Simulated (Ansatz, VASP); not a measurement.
**Two plane-wave programs on SiO2 (Quartz high)**

```xyz
9
Lattice="5.0812 0.0000 0.0000 -2.5406 4.4004 0.0000 0.0000 0.0000 5.5591" Properties=species:S:1:pos:R:3 pbc="T T T"
Si    1.2703    2.2002    1.8530
Si   -1.2703    2.2002    3.7060
Si    2.5406    0.0000    0.0000
O    -0.9575    3.4864    4.6326
O     1.5831    0.9140    0.9265
O     0.0000    1.8280    2.7795
O     3.4981    0.9140    4.6326
O     0.9575    3.4864    0.9265
O     2.5406    2.5724    2.7795
```

Alike in both runs: functional PBEsol; k mesh 6 × 6 × 6; occupations fermi-dirac, width 0.02 eV; no spin polarisation.

Ansatz relaxed the structure, and its values are those at the end. VASP's run is a single point on that final structure, the one shown.

```csv
,VASP,Ansatz
version,VASP 6.6.1,Ansatz 0.2.0
potentials or method,"VASP PAW PBE potentials, release 64 (Si, O)",PAW plane waves
plane-wave cutoff (eV),520,420
valence electrons in the cell,48,48
```

Ansatz gave:

| Property | Result |
| --- | --- |
| gap on the k mesh at the Fermi level (eV) | 5.55 |
| pressure (GPa) | 0.0 |

Which values does VASP return?

gap on the k mesh at the Fermi level (eV): 5.55; pressure (GPa): 0.4.

Ansatz warned: «pseudo_functional_mismatch».

Caveats: the PAW data sets were made with another functional, which shifts forces and pressure a little (VASP). PBEsol gaps usually lie below the measured ones, often by a third to a half. A k mesh can miss the band edges.
